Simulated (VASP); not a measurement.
# Si (Pm-3m) in VASP: further runs, part 2 of 2

VASP 6.6.1.

### Step 3. Single point, RPBE

This run uses another cell than the first one, of 17.08 Å³/atom, 1.040 times its volume.

The input, INCAR:

```
SYSTEM = Si
PREC = Accurate
ENCUT = 520
EDIFF = 1E-6
ISMEAR = -1
SIGMA = 0.1
LREAL = .FALSE.
LASPH = .TRUE.
NELM = 100
ALGO = Normal
ISIF = 2
LWAVE = .FALSE.
LCHARG = .FALSE.
GGA = RP
NBANDS = 8
```

The input, KPOINTS:

```
regular mesh
0
G
  14 14 14
  0 0 0
```

The input, POSCAR:

```
Si
1.0
    2.5751987795      0.0000000000      0.0000000000
    0.0000000000      2.5751987795      0.0000000000
    0.0000000000      0.0000000000      2.5751987795
Si
1
Direct
    0.0000000000      0.0000000000      0.0000000000
```

Potentials or basis: VASP PAW PBE potentials, release 64 (Si).

Launch:

```bash
$ cat potpaw_PBE.64/Si/POTCAR > POTCAR
$ mpirun -np 1 vasp_std > vasp.out
```

OUTCAR:

```text
SYSTEM = Si
   PREC = Accurate
   ENCUT = 520
   EDIFF = 1E-6
   ISMEAR = -1
   LREAL = .FALSE.
   LASPH = .TRUE.
   NELM = 100
   ISIF = 2
   GGA = RP

 ion  position               nearest neighbor table
   1  0.000  0.000  0.000-

  LATTYP: Found a simple cubic cell.
 ALAT       =     2.5751987795

  Lattice vectors:

 A1 = (   2.5751987795,   0.0000000000,   0.0000000000)
 A2 = (   0.0000000000,   2.5751987795,   0.0000000000)
 A3 = (   0.0000000000,   0.0000000000,   2.5751987795)

Analysis of symmetry for initial positions (statically):
=====================================================================
 Subroutine PRICEL returns:
 Original cell was already a primitive cell.

 Routine SETGRP: Setting up the symmetry group for a
 simple cubic supercell.

 Subroutine GETGRP returns: Found 48 space group operations
 (whereof 48 operations were pure point group operations)
 out of a pool of 48 trial point group operations.

The static configuration has the point symmetry O_h .

Analysis of symmetry for dynamics (positions and initial velocities):
=====================================================================
 Subroutine PRICEL returns:
 Original cell was already a primitive cell.

 Routine SETGRP: Setting up the symmetry group for a
 simple cubic supercell.

 Subroutine GETGRP returns: Found 48 space group operations
 (whereof 48 operations were pure point group operations)
 out of a pool of 48 trial point group operations.

The dynamic configuration has the point symmetry O_h .

 Subroutine INISYM returns: Found 48 space group operations
 (whereof 48 operations are pure point group operations),
 and found     1 'primitive' translations

----------------------------------------------------------------------------------------

                                     Primitive cell

[... 103 lines left out ...]
   ISMEAR =    -1;   SIGMA  =   0.10  broadening in eV -4-tet -1-fermi 0-gaus
   EFERMI_NEDOS =   21; number of points for ismear=-14 and -15
   IALGO  =     38    algorithm
   IMIX   =      4    mixing-type and parameters
     AMIX     =   0.40;   BMIX     =  1.00
     AMIX_MAG =   1.60;   BMIX_MAG =  1.00
  volume/ion in A,a.u.               =      17.08       115.25
  Fermi-wavevector in a.u.,A,eV,Ry     =   1.009138  1.906995 13.855633  1.018360
  Thomas-Fermi vector in A             =   2.142048
   LORBIT       =      0    0 simple, 1 ext, 2 COOP (PROOUT), +10 PAW based schemes
   GGA     = RP    functional components
   LHFCALC =     F    Hartree Fock is set to
   AEXX    =    0.0000 exact exchange contribution
   IVDW    =     0    specifies the selected vdW correction
   LEPSILON=     F    determine dielectric tensor
   LRPA    =     F    only Hartree local field effects (RPA)
 non-spin polarized calculation
  energy-cutoff  :      520.00
  volume of cell :       17.08
 maximum number of plane-waves:       480
 NGX is ok and might be reduce to    20
   NGX =  9   NGY =  9   NGZ =  9

 number of electron       4.0000000 magnetization

 Free energy of the ion-electron system (eV)
  ---------------------------------------------------
  ext. energy  EPLUGINS =         0.00000000
  ---------------------------------------------------
  free energy    TOTEN  =        -4.78465499 eV

  energy without entropy =       -4.77178543  energy(sigma->0) =       -4.77822021

 E-fermi :   7.7387     XC(G=0): -10.3827

 val. band max:        7.6728950098   @ k =   0.2857   0.2857   0.2143
 cond. band min:       7.8347140842   @ k =   0.4286   0.3571   0.1429
 fundamental gap:      0.1618190744
 Fermi energy:         7.7386879625

 k-point     1 :       0.0000    0.0000    0.0000
  band No.  band energies     occupation
      1      -5.0454      2.00000
      2      15.0620      0.00000
      3      15.0620      0.00000
      4      15.0839      0.00000
      5      15.0839      0.00000
      6      15.0839      0.00000
      7      22.8342      0.00000
      8      31.6452      0.00000
[... 243 lines left out ...]
 k-point    24 :       0.3571    0.2143    0.0000
  band No.  band energies     occupation
      1      -1.4310      2.00000
      2       4.8842      2.00000
      3      10.5669      0.00000
      4      17.2000      0.00000
      5      17.9664      0.00000
      6      21.2448      0.00000
      7      24.4758      0.00000
      8      26.9663      0.00000

 [... further k-points ...]
[... 5 lines left out ...]
  --------------------------------------------------------------------------------------
  -------------------------------------------------------------------------------------
  Total       -0.3724752     -0.3724752     -0.3724752      0.0000000      0.0000000      0.0000000
  in kB      -34.9442422    -34.9442422    -34.9442422      0.0000000      0.0000000      0.0000000
  external PRESSURE =     -34.9442422 kB  Pullay stress =       0.0000000 kB

 VOLUME and BASIS-vectors are now :
 -----------------------------------------------------------------------------
  energy-cutoff  :      520.00
  volume of cell :       17.08
      direct lattice vectors                 reciprocal lattice vectors
     2.575198779  0.000000000  0.000000000     0.388319538  0.000000000  0.000000000
     0.000000000  2.575198779  0.000000000     0.000000000  0.388319538  0.000000000
     0.000000000  0.000000000  2.575198779     0.000000000  0.000000000  0.388319538

 POSITION                                       TOTAL-FORCE (eV/Angst)
 -----------------------------------------------------------------------------------
      0.00000      0.00000      0.00000         0.000000      0.000000      0.000000
 -----------------------------------------------------------------------------------
    total drift:                                0.000000     -0.000000      0.000000

  FREE ENERGIE OF THE ION-ELECTRON SYSTEM (eV)
  ---------------------------------------------------
  free  energy   TOTEN  =        -4.7846549872 eV

  energy  without entropy=       -4.7717854328  energy(sigma->0) =       -4.77822021
```

OSZICAR:

```text
N       E                     dE             d eps       ncg     rms          rms(c)
DAV:   1    -0.230622991543E+01   -0.23062E+01   -0.17974E+03  2080   0.378E+02
DAV:   2    -0.476240290430E+01   -0.24562E+01   -0.23060E+01  2704   0.289E+01
DAV:   3    -0.478113497913E+01   -0.18732E-01   -0.18716E-01  2208   0.257E+00
DAV:   4    -0.478116871566E+01   -0.33737E-04   -0.33736E-04  2984   0.116E-01
DAV:   5    -0.478116875085E+01   -0.35192E-07   -0.34846E-07  2240   0.209E-03    0.307E+00
DAV:   6    -0.478304757737E+01   -0.18788E-02   -0.18851E-03  2408   0.226E-01    0.175E+00
DAV:   7    -0.478452541388E+01   -0.14778E-02   -0.50155E-03  2240   0.366E-01    0.178E-01
DAV:   8    -0.478465191102E+01   -0.12650E-03   -0.13013E-04  2688   0.756E-02    0.369E-02
DAV:   9    -0.478465500566E+01   -0.30946E-05   -0.29780E-06  2320   0.992E-03    0.454E-03
DAV:  10    -0.478465498721E+01    0.18443E-07   -0.15124E-06  2464   0.768E-03
   1 F= -.47846550E+01 E0= -.47782202E+01  d E =-.128696E-01
```

Wall time 4.2 s (1 thread of Intel Xeon 6975P-C (Granite Rapids), shared host); peak memory 0.12 GiB.

What came out:

```yaml
Free_energy: -4.7847 eV
Pressure: -3.5 GPa
Band_gap_on_the_k_mesh: none (metal or under the smearing width)
```

Caveat: the PAW data sets were made with another functional, which shifts forces and pressure a little.

### Step 4. Single point, RPBE

This run uses another cell than the first one, of 17.73 Å³/atom, 1.080 times its volume.

The input, INCAR:

```
PREC = Accurate ; ENCUT = 520
EDIFF = 1E-6 ; ISMEAR = -1
SIGMA = 0.1 ; LREAL = F
LASPH = T ; NELM = 80
ALGO = Normal ; ISIF = 2
LWAVE = F ; LCHARG = F
GGA = RP ; NBANDS = 8
```

The input, KPOINTS:

```
Automatic mesh
0
Gamma
  14 14 14
```

The input, POSCAR:

```
Si
1.0
    2.6077996933      0.0000000000      0.0000000000
    0.0000000000      2.6077996933      0.0000000000
    0.0000000000      0.0000000000      2.6077996933
Si
1
Direct
    0.0000000000      0.0000000000      0.0000000000
```

Launch:

```bash
$ cat potpaw_PBE.64/Si/POTCAR > POTCAR
$ mpirun -np 1 vasp_std > vasp.out
```

Wall time 4.1 s (1 thread of Intel Xeon 6975P-C (Granite Rapids), shared host); peak memory 0.12 GiB.

It converged, with:

```yaml
Free_energy: -4.7644 eV
Pressure: -6.3 GPa
Band_gap_on_the_k_mesh: none (metal or under the smearing width)
```

Levels at points of the mesh, in eV from the Fermi level:
```csv
k point,band 1,band 2,band 3,band 4,band 5,band 6,band 7
"(0.00, 0.00, 0.00)",-12.47,7.12,7.12,7.12,7.32,7.32,14.66
"(0.50, 0.00, 0.00)",-8.29,-5.96,9.75,10.13,10.13,14.04,14.04
"(0.50, 0.50, 0.00)",-3.67,-2.64,-2.64,1.84,13.01,16.45,16.45
"(0.50, 0.50, 0.50)",0.46,0.46,0.46,2.47,5.21,5.21,5.21
```

Caveat: the PAW data sets were made with another functional, which shifts forces and pressure a little.

### Step 5. The runs side by side

| cell | k mesh | gap on the mesh (eV) | pressure (GPa) |
| --- | --- | --- | --- |
| Pm-3m, 16.42 Å³/atom | 20 × 20 × 20 | none | -0.2 |
| Pm-3m, 17.08 Å³/atom | 14 × 14 × 14 | none | -3.5 |
| Pm-3m, 17.73 Å³/atom | 14 × 14 × 14 | none | -6.3 |

Alike in all rows: task single point; level RPBE; potentials or basis VASP PAW PBE potentials, release 64 (Si); no spin polarisation; cutoff (eV) 520; smearing fermi-dirac 0.1 eV.

Every run on the cell as given and a fine mesh finds a metal.

Caveats: the PAW data sets were made with another functional, which shifts forces and pressure a little.

Total energies depend on the potentials used, so only differences within one code and one set of settings carry meaning.
